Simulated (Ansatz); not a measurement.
# CdTe: a strain scan

This session takes CdTe and sets out to see how energy and stress answer to the strain pattern (0, 0, 1, 0, 0, 0).

The COD entry's cell or inner coordinates are ideal or old and differ from later refinements, so a difference from it is no clean test against experiment.

Program: Ansatz 0.2.0. Level of theory: DFT PBE, scalar-relativistic, plane waves, PAW. These are calculated values, not measurements.

**1. The starting structure**

The structure is cubic, space group F-43m (No. 216). Conventional cell: a = 6.410 Å, b = 6.410 Å, c = 6.410 Å, α = 90.00°, β = 90.00°, γ = 90.00°. Around Cd (site symmetry -43m) lie 4 Te at 2.78 Å. Around Te (site symmetry -43m) lie 4 Cd at 2.78 Å.

Coordinates:

```cif
data_structure
_symmetry_space_group_name_H-M 'P 1'
_symmetry_Int_Tables_number 1
_cell_length_a 4.5326
_cell_length_b 4.5326
_cell_length_c 4.5326
_cell_angle_alpha 60.000
_cell_angle_beta 60.000
_cell_angle_gamma 60.000
_cell_volume 65.84
loop_
_atom_site_label
_atom_site_type_symbol
_atom_site_fract_x
_atom_site_fract_y
_atom_site_fract_z
_atom_site_occupancy
Cd1 Cd 0.00000 0.00000 0.00000 1
Te1 Te 0.75000 0.75000 0.75000 1
```

The cell is taken as given, not relaxed at this level.

**2. Zero of energy**

The reference gives a free energy of -15235.2587 eV, pressure 4.24 GPa, largest force 0.000 eV/Å and gap on the mesh 0.87 eV. It was computed beforehand with the settings of the runs below.

**3. Setting up a strain scan**

The cell is strained by ε times the Voigt pattern (0, 0, 1, 0, 0, 0) (xx, yy, zz, yz, xz, xy; engineering shear), with fractional coordinates fixed (clamped ions). The stress on the pattern is the sum of the stress components weighted by it, tension positive.

**4. At ε = -0.0600**

Contents of input.yaml:

```yaml
crystal:
  lattice:
    - [0.0, 3.205, 3.0127]
    - [3.205, 0.0, 3.0127]
    - [3.205, 3.205, 0.0]
  atoms:
    - { symbol: Cd, position: [0.0, 0.0, 0.0] }
    - { symbol: Te, position: [0.75, 0.75, 0.75] }
basis:
  ecutwfc: 420
kpoints:
  mp_grid: { grid: [8, 8, 8] }
hamiltonian:
  xc: pbe
scf:
  occupations: { method: gaussian, width: 0.05 }
output:
  forces: true
  stress: true
  eigenvalues: true
```

Launch:

```
> ansatz run input.yaml --threads 1 --pin off --max-ram 2560MiB --backend cpu --events-out ev --progress --plain --runs-dir out
```

**5. ε = 0.0450**

input.yaml, as its differences from that of step 4:

```diff
@@ -2,4 +2,4 @@
   lattice:
-    - [0.0, 3.205, 3.0127]
-    - [3.205, 0.0, 3.0127]
+    - [0.0, 3.205, 3.349225]
+    - [3.205, 0.0, 3.349225]
     - [3.205, 3.205, 0.0]
@@ -20 +20,5 @@
   eigenvalues: true
+  write_density: true
+  write_potential: true
+  elf: true
+  volumetric_format: npy
```

**6. At ε = -0.0300**

input.yaml, as its differences from that of step 5:

```diff
@@ -2,4 +2,4 @@
   lattice:
-    - [0.0, 3.205, 3.349225]
-    - [3.205, 0.0, 3.349225]
+    - [0.0, 3.205, 3.10885]
+    - [3.205, 0.0, 3.10885]
     - [3.205, 3.205, 0.0]
@@ -20,5 +20 @@
   eigenvalues: true
-  write_density: true
-  write_potential: true
-  elf: true
-  volumetric_format: npy
```

**7. Point ε = 0.0150**

input.yaml, as its differences from that of step 6:

```diff
@@ -2,4 +2,4 @@
   lattice:
-    - [0.0, 3.205, 3.10885]
-    - [3.205, 0.0, 3.10885]
+    - [0.0, 3.205, 3.253075]
+    - [3.205, 0.0, 3.253075]
     - [3.205, 3.205, 0.0]
@@ -20 +20,5 @@
   eigenvalues: true
+  write_density: true
+  write_potential: true
+  elf: true
+  volumetric_format: npy
```

**8. Point ε = 0.0600**

input.yaml, as its differences from that of step 7:

```diff
@@ -2,4 +2,4 @@
   lattice:
-    - [0.0, 3.205, 3.253075]
-    - [3.205, 0.0, 3.253075]
+    - [0.0, 3.205, 3.3973]
+    - [3.205, 0.0, 3.3973]
     - [3.205, 3.205, 0.0]
@@ -20,5 +20 @@
   eigenvalues: true
-  write_density: true
-  write_potential: true
-  elf: true
-  volumetric_format: npy
```

**9. At ε = -0.0450**

input.yaml, as its differences from that of step 8:

```diff
@@ -2,4 +2,4 @@
   lattice:
-    - [0.0, 3.205, 3.3973]
-    - [3.205, 0.0, 3.3973]
+    - [0.0, 3.205, 3.060775]
+    - [3.205, 0.0, 3.060775]
     - [3.205, 3.205, 0.0]
```

**10. ε = 0.0300**

input.yaml, as its differences from that of step 9:

```diff
@@ -2,4 +2,4 @@
   lattice:
-    - [0.0, 3.205, 3.060775]
-    - [3.205, 0.0, 3.060775]
+    - [0.0, 3.205, 3.30115]
+    - [3.205, 0.0, 3.30115]
     - [3.205, 3.205, 0.0]
```

**11. ε = -0.0150**

input.yaml, as its differences from that of step 10:

```diff
@@ -2,4 +2,4 @@
   lattice:
-    - [0.0, 3.205, 3.30115]
-    - [3.205, 0.0, 3.30115]
+    - [0.0, 3.205, 3.156925]
+    - [3.205, 0.0, 3.156925]
     - [3.205, 3.205, 0.0]
```

**12. Point ε = 0.0525**

input.yaml, as its differences from that of step 11:

```diff
@@ -2,4 +2,4 @@
   lattice:
-    - [0.0, 3.205, 3.156925]
-    - [3.205, 0.0, 3.156925]
+    - [0.0, 3.205, 3.3732625]
+    - [3.205, 0.0, 3.3732625]
     - [3.205, 3.205, 0.0]
```

(Steps that only read results are left out.)

What does the calculation give? Wanted: slope of the stress at ε = 0, over ±0.0150.

As calculated:

```
                                  quantity   value
slope of the stress at ε = 0, over ±0.0150  63 GPa
```

In words: The slope of the stress at zero strain, 63 GPa, estimates C33 with clamped ions in this Cartesian frame; letting the atoms relax could not make it stiffer. The reference stands under 4.2 GPa, so this is no zero-stress constant. The undisturbed cell is not the lowest point: the energy is 30.0 meV/atom lower at ε = 0.0600; the cell was taken as given and not relaxed at this level. Compression costs more than tension: 76.6 against -30.0 meV/atom at the ends. The gap on the mesh stays between 0.62 and 0.93 eV. Spin-orbit coupling is left out, which matters for the bands of Te.
